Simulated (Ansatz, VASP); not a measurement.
**One calculation of SiO2, two programs**

```
Si O
1.0
    -2.46250    2.46250    3.64367
     2.46250   -2.46250    3.64367
     2.46250    2.46250   -3.64367
Si O
2 4
Direct
  0.00000 0.00000 0.00000
  0.75000 0.25000 0.50000
  0.97428 0.62500 0.84928
  0.37500 0.22428 0.34928
  0.77572 0.12500 0.15072
  0.87500 0.02572 0.65072
```

Alike in both runs: functional LDA; k mesh 8 × 8 × 8; occupations gaussian, width 0.02 eV; no spin polarisation.

Ansatz relaxed the structure, and its values are those at the end. VASP's run is a single point on that final structure, the one shown.

|  | VASP | Ansatz |
| --- | --- | --- |
| version | VASP 6.6.1 | Ansatz 0.2.0 |
| potentials or method | VASP PAW LDA potentials, release 64 (Si, O) | scalar-relativistic, plane waves, PAW |
| plane-wave cutoff (eV) | 520 | 420 |
| valence electrons in the cell | 32 | 32 |

```csv
,VASP,Ansatz,Ansatz less VASP
gap on the k mesh at the Fermi level (eV),5.76,5.76,+0.001
least direct gap on the mesh (eV),5.76,5.76,+0.001
pressure (GPa),0.6,0.0,-0.56
rms of the force components (eV/Å),0.013,0.000,-0.0128
```

A k mesh can miss the band edges. A hybrid or GW would open this gap; LDA tends to underestimate it.
